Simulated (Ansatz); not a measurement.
# Hf in Ansatz: the effect of target pressure

Hf:

```
CELL_PARAMETERS angstrom
4.96233 0.00000 0.00000
-2.48116 4.29750 0.00000
0.00000 0.00000 3.08623
ATOMIC_POSITIONS crystal
Hf 0.00000 0.00000 0.00000
Hf 0.33333 0.66667 0.50000
Hf 0.66667 0.33333 0.50000
```

This isn't the form of Hf at room conditions, which is hcp.

Alike in all runs:

```yaml
Program: Ansatz 0.2.0
Task: relaxation of cell and atoms
Functional: PBEsol
Potentials_or_basis: Ansatz PAW
Cutoff: "420 eV (not typed: the program's choice for these potentials)"
k_mesh: 6 × 6 × 9
Occupations: fermi-dirac, width 0.05 eV
Spin: no spin polarisation
```

Each run relaxes the cell or the atoms first.

| target pressure | relaxed volume (Å³/atom) |
| --- | --- |
| 0 GPa | 21.41 |
| 2 GPa | 21.04 |
| 5 GPa | 20.55 |
| 10 GPa | 19.83 |
| 20 GPa | ? |
| 30 GPa | 17.74 |

Problem. What does the run with target pressure 20 GPa give?

Solution. Relaxed volume 18.66 Å³/atom.

Worked out: In Murnaghan's law V^(-B') rises as a straight line in P. The other rows fit best with B' = 3.4, V0 = 21.41 Å³/atom and B0 = 114 GPa, which gives 18.66 Å³/atom at 20 GPa, against the run's 18.66.

Caveats: the plane-wave basis is chosen anew once the cell has moved, so the energies of steps on either side of that aren't comparable; the PAW data sets come from PBE, with cores solved anew for the run's functional, which leaves a small shift of forces and pressure; the volume moved by over 15 % at a fixed basis, so the end points are rough (some runs).
